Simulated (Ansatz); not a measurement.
Zincblende BeTe, relaxed with r2SCAN in Ansatz 0.2.0: it is cubic, F-43m (No. 216); a = 5.657 Å in the conventional setting, 22.63 Å³ an atom. Be has 4 Te at 2.45 Å; Te has 4 Be at 2.45 Å. It was then strained (epitaxial in the plane normal to [111]), atoms relaxed again within the symmetry left. Unstrained, HSE06 gives 2.695 eV (Γ → X, 6×6×6 mesh), and the band edges keep their places in every row. The normal direction was relaxed to zero stress. Only one sign of strain is shown, since it lowers the symmetry, and equivalent edge states can then move with another slope on the other side. Stress is positive in compression. (Simulation; spin polarisation is off.)

Axes as in this cell:
```
CELL_PARAMETERS angstrom
0.00000 2.82862 2.82862
2.82862 0.00000 2.82862
2.82862 2.82862 0.00000
ATOMIC_POSITIONS crystal
Be 0.00000 0.00000 0.00000
Te 0.25000 0.25000 0.25000
```

```csv
strain (%),ε,"ΔE_g, HSE06 (eV)","Δin-plane stress (σ_xx − σ_xy), r2SCAN (GPa)",Δ(G0W0@PBE gap on 4×4×4)
-4.0,-0.0400,-0.457,+6.81,-0.462
-2.0,-0.0200,-0.190,+3.14,-0.192
-1.0,-0.0100,-0.085,+1.50,-0.086
-0.5,-0.0050,-0.040,+0.73,-0.040
```

**Question.** Fit ΔE_g = a x + b x² to these rows by least squares, with x = ε.

**Answer.** The normal equations take Σx² = 2.125e-03, Σx³ = -7.313e-05, Σx⁴ = 2.731e-06, ΣxΔE = 2.313e-02 and Σx²ΔE = -8.167e-04, and give a = +7.55 eV, b = -96.9 eV; the largest residual is 0.000 eV.

**Question.** Fit the change of in-plane stress (σ_xx − σ_xy) in the same way.

**Answer.** Δin-plane stress (σ_xx − σ_xy) = -143.4 x + (670) x² GPa. The slope, 143 GPa, is the biaxial modulus of the film.

**Question.** Predict the withheld row at -3.0 % (x = -0.0300).

**Answer.** ΔE_g ≈ +7.55 × (-0.0300) + (-96.9) × (-0.0300)² = -0.314 eV, and Δin-plane stress (σ_xx − σ_xy) ≈ +4.90 GPa. The runs give -0.315 eV and +4.90 GPa, off by -0.001 eV and 0.00 GPa.

**Question.** Fit the last column too (unstrained value 2.833 eV), and predict it for the withheld row.

**Answer.** Δ = +7.62 x + (-98.3) x² eV, which gives -0.317 eV at x = -0.0300; the run gives -0.318 eV. Its slope is 1.01 of HSE06's. G0W0 here is at a finite number of bands, screening cutoff and k mesh, not at the basis limit.

Spin-orbit coupling is left out, which matters wherever the heavy atoms make up the band edges.

The meshes of the hybrids are coarse, so their gaps aren't converged to the digits shown.
